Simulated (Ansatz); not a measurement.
Input of an Ansatz 0.2.0 run:

File input.yaml:

```yaml
crystal:
  lattice:
    - [3.8227, 0.0, 0.0]
    - [-1.91135, 3.310555311, 0.0]
    - [0.0, 0.0, 12.52]
  atoms:
    - { symbol: Zn, position: [0.6666666667, 0.3333333333, 0.75] }
    - { symbol: Zn, position: [0.3333333333, 0.6666666667, 0.25] }
    - { symbol: Zn, position: [0.0, 0.0, 0.5] }
    - { symbol: Zn, position: [0.0, 0.0, 0.0] }
    - { symbol: S, position: [0.6666666667, 0.3333333333, 0.9375] }
    - { symbol: S, position: [0.3333333333, 0.6666666667, 0.4375] }
    - { symbol: S, position: [0.0, 0.0, 0.6875] }
    - { symbol: S, position: [0.0, 0.0, 0.1875] }
hamiltonian:
  xc: r2scan
  pseudopotentials: { kind: paw }
kpoints:
  mp_grid: { grid: [8, 8, 3] }
scf:
  occupations: { method: fermi_dirac, width: 0.05 }
output:
  forces: true
  stress: true
relax:
  f_tol: 0.01
  max_steps: 40
  cell: { stress_tol: 0.05 }
```

Potentials or basis: Ansatz PAW.

Run with:

```bash
$ ansatz run input.yaml --threads 2 --pin off --max-ram 5120MiB --backend cpu --events-out ev --progress --plain --runs-dir out
```

Task: Estimate the space group after relaxing (to 0.05 Å).

Result: P6_3mc (No. 186).

Task: What does it give for the relaxed cell?

Result: a = 3.808 Å, b = 3.808 Å, c = 12.467 Å, α = 90.00°, β = 90.00°, γ = 120.00°.

Task: Estimate the relaxed volume.

Result: 19.57 Å³/atom.

Final structure:
```yaml
crystal:
  lattice:
    - [3.80824, 0.00000, 0.00000]
    - [-1.90412, 3.29803, 0.00000]
    - [0.00000, 0.00000, 12.46683]
  atoms:
    - { symbol: Zn, position: [0.66667, 0.33333, 0.75005] }
    - { symbol: Zn, position: [0.33333, 0.66667, 0.25005] }
    - { symbol: Zn, position: [0.00000, 0.00000, 0.50008] }
    - { symbol: Zn, position: [0.00000, 0.00000, 0.00008] }
    - { symbol: S, position: [0.66667, 0.33333, 0.93761] }
    - { symbol: S, position: [0.33333, 0.66667, 0.43761] }
    - { symbol: S, position: [0.00000, 0.00000, 0.68726] }
    - { symbol: S, position: [0.00000, 0.00000, 0.18726] }
```

Caveat: the PAW data sets come from PBE, with cores solved anew for the run's functional, which leaves a small shift of forces and pressure.
